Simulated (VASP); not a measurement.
Here is a VASP 6.6.1 calculation.

The input INCAR:

```
SYSTEM = TiC
ALGO     = Normal         ! electronic algorithm
EDIFF    = 1E-7           ! SCF threshold, eV
EDIFFG   = -0.005         ! ionic threshold
ENCUT    = 600            ! plane-wave cutoff, eV
GGA      = PE             ! functional
IBRION   = 2              ! ionic algorithm
ISIF     = 3              ! what is computed and relaxed
ISMEAR   = 1              ! smearing method
IVDW     = 12             ! dispersion correction
LASPH    = .True.         ! aspherical terms in the spheres
LCHARG   = .False.        ! write CHGCAR
LREAL    = .False.        ! projectors in reciprocal space
LWAVE    = .False.        ! write WAVECAR
NELM     = 120            ! most SCF steps
NSW      = 60             ! ionic steps
PREC     = Accurate       ! precision mode
SIGMA    = 0.1            ! smearing width, eV
```

The input KPOINTS:

```
k-points
0
Gamma
  16 16 16
  0 0 0
```

The input POSCAR:

```
TiC
1.0
    0.0000000000      2.1500000000      2.1500000000
    2.1500000000      0.0000000000      2.1500000000
    2.1500000000      2.1500000000      0.0000000000
Ti C
1 1
Direct
    0.0000000000      0.0000000000      0.0000000000
    0.5000000000      0.5000000000      0.5000000000
```

Potentials or basis: VASP PAW PBE potentials, release 64 (Ti_sv, C).

The run is started by

```bash
$ cat potpaw_PBE.64/Ti_sv/POTCAR potpaw_PBE.64/C/POTCAR > POTCAR
$ mpirun -np 1 vasp_std > vasp.out
```

(1) Estimate the space group after relaxing (to 0.05 Å).

(2) What does it give for the relaxed cell?

Results:

(1) Fm-3m (No. 225).

(2) a = 3.035 Å, b = 3.035 Å, c = 3.035 Å, α = 60.00°, β = 60.00°, γ = 60.00°.
